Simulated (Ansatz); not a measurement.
SnO:

```
Sn O
1.0
     3.81370    0.00000    0.00000
     0.00000    3.81370    0.00000
     0.00000    0.00000    4.88691
Sn O
2 2
Direct
  0.50000 0.00000 0.76463
  0.00000 0.50000 0.23537
  0.00000 0.00000 0.00000
  0.50000 0.50000 0.00000
```

The cell is a database's computed one.

```yaml
Program: Ansatz 0.2.0
Task: relaxation of cell and atoms
Functional: r2SCAN
Dispersion: rVV10
Potentials_or_basis: Ansatz PAW
Cutoff: "500 eV (not typed: the program's choice for these potentials)"
k_mesh: 7 × 7 × 6
Occupations: fermi-dirac, width 0.05 eV
Spin: no spin polarisation
```

At the start: volume 17.77 Å³/atom.

Task: How do energy, volume and symmetry change on relaxing?

Result: It ends after 5 steps and the volume is 17.16 Å³/atom (-3.4 %); space group P4/nmm (No. 129, to 0.05 Å).

The path:
| step | energy change (eV) | largest force (eV/Å) | volume (Å³) |
| --- | --- | --- | --- |
| 1 | 0.0000 | 0.1134 | 71.08 |
| 2 | -0.0082 | 0.1447 | 68.32 |
| 3 | -0.0095 | 0.0958 | 68.65 |
| 4 | -0.0101 | 0.0014 | 68.64 |
| 5 | -0.0094 | 0.0016 | 68.64 |

Final structure:
```xyz
4
Lattice="3.7928 0.0000 0.0000 0.0000 3.7928 0.0000 0.0000 0.0000 4.7715" Properties=species:S:1:pos:R:3 pbc="T T T"
Sn    1.8964    0.0000    3.6251
Sn    0.0000    1.8964    1.1464
O     0.0000    0.0000    0.0000
O     1.8964    1.8964    0.0000
```

Caveat: the plane-wave basis is chosen anew once the cell has moved, so the energies of steps on either side of that aren't comparable; the PAW data sets come from PBE, with cores solved anew for the run's functional, which leaves a small shift of forces and pressure.
